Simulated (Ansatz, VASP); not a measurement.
**One calculation of Co, two programs**

File INCAR:

```
SYSTEM = Co
PREC     = Accurate       ! precision mode
ENCUT    = 520            ! plane-wave cutoff, eV
EDIFF    = 1E-6           ! SCF threshold, eV
ISMEAR   = -1             ! smearing method
SIGMA    = 0.05           ! smearing width, eV
LREAL    = .False.        ! projectors in reciprocal space
LASPH    = .True.         ! aspherical terms in the spheres
NELM     = 150            ! most SCF steps
ALGO     = Normal         ! electronic algorithm
ISIF     = 2              ! what is computed and relaxed
LWAVE    = .False.        ! write WAVECAR
LCHARG   = .False.        ! write CHGCAR
ISPIN    = 2              ! spin polarisation
MAGMOM   = 2 2            ! initial moments
LORBIT   = 11             ! projections on sites
LMAXMIX  = 4              ! l up to which the mixer works
GGA      = PS             ! functional
NBANDS   = 20             ! bands
```

The input KPOINTS:

```
regular mesh
0
Gamma
  12 12 7
  0 0 0
```

Contents of POSCAR:

```
Co
1.0
    2.4883712406      0.0000000000      0.0000000000
   -1.2441856203      2.1549927084      0.0000000000
    0.0000000000      0.0000000000      4.0477749493
Co
2
Direct
    0.6666666667      0.3333333333      0.7500000000
    0.3333333333      0.6666666667      0.2500000000
```

input.yaml

```yaml
crystal:
  lattice:
    - [2.4883712406, 0.0, 0.0]
    - [-1.2441856203, 2.1549927084, 0.0]
    - [0.0, 0.0, 4.0477749493]
  atoms:
    - { symbol: Co, position: [0.6666666667, 0.3333333333, 0.75], spin: 2.0 }
    - { symbol: Co, position: [0.3333333333, 0.6666666667, 0.25], spin: 2.0 }
kpoints:
  mp_grid: { grid: [12, 12, 7] }
scf:
  occupations: { method: fermi_dirac, width: 0.05 }
hamiltonian:
  xc: pbesol
  pseudopotentials: { kind: all_electron, lapw: { basis_error: 0.001 } }
magnetization:
  spin_polarized: true
output:
  forces: true
  stress: true
  eigenvalues: true
```

Change from the starting cell: volume scaled by 1.02.

Alike in both runs: task single point; functional PBEsol; k mesh 12 × 12 × 7; occupations fermi-dirac, width 0.05 eV; collinear spin.

|  | VASP | Ansatz |
| --- | --- | --- |
| version | VASP 6.6.1 | Ansatz 0.2.0 |
| potentials or method | VASP PAW PBE potentials, release 64 (Co) | all-electron LAPW, scalar-relativistic |
| plane-wave cutoff (eV) | 520 | see its input |

|  | VASP | Ansatz | Ansatz less VASP |
| --- | --- | --- | --- |
| gap on the k mesh at the Fermi level (eV) | none | none | - |
| pressure (GPa) | -10.4 | -9.8 | +0.64 |
| largest component of the traceless stress (GPa) | 1.82 | 1.80 | -0.020 |
| net moment per atom (μB) | 1.61 | 1.62 | +0.008 |
| size of the moment on the site where the two differ most (μB) | 1.63 | 1.67 | +0.042 |

Site moments also hang on the region over which each program counts them. A gap of «none» marks a metal or a gap that the smearing closes. Ansatz ran all-electron here, so the differences hold the error of VASP's frozen core and of both bases.

Caveats: the PAW data sets were made with another functional, which shifts forces and pressure a little (VASP).
